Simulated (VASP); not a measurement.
Write the native input for VASP 6.6.1 that does the following.

```yaml
Task: single point
Functional: RPBE
Potentials_or_basis: VASP PAW PBE potentials, release 64 (Li_GW, H_GW)
Cutoff: 550 eV
k_mesh: 11 × 11 × 11
Occupations: gaussian, width 0.05 eV
Spin: no spin polarisation
Further_INCAR_settings: ALGO = Normal; EDIFF = 1e-06; NBANDS = 8
```

The structure of LiH lies in POSCAR:

```
LiH
1.0
    0.0000000000      2.0367500000      2.0367500000
    2.0367500000      0.0000000000      2.0367500000
    2.0367500000      2.0367500000      0.0000000000
Li H
1 1
Direct
    0.0000000000      0.0000000000      0.0000000000
    0.5000000000      0.5000000000      0.5000000000
```

These files were run (other wordings do the same):

INCAR

```
SYSTEM = LiH
  ALGO = Normal
  EDIFF = 1E-6
  ENCUT = 550
  GGA = RP
  ISIF = 2
  ISMEAR = 0
  LASPH = .TRUE.
  LCHARG = .TRUE.
  LELF = .TRUE.
  LREAL = .FALSE.
  LVHAR = .TRUE.
  LWAVE = .FALSE.
  NBANDS = 8
  NELM = 100
  PREC = Accurate
  SIGMA = 0.05
```

KPOINTS

```
k-points
0
G
  11 11 11
  0 0 0
```

Potentials or basis: VASP PAW PBE potentials, release 64 (Li_GW, H_GW).

The run is started by

```sh
$ cat potpaw_PBE.64/Li_GW/POTCAR potpaw_PBE.64/H_GW/POTCAR > POTCAR
$ mpirun -np 1 vasp_std > vasp.out
```

Results of the run:

- Pressure: -0.4 GPa
- Band gap on the k mesh: 3.36 eV, direct

Caveat: the PAW data sets were made with another functional, which shifts forces and pressure a little; an odd mesh through Γ misses points on the zone boundary, where band edges often lie.

It took 5.5 s on 1 thread of AMD EPYC 9R45 96-Core Processor (Zen 5), with other jobs on the host, peak memory 0.11 GiB.
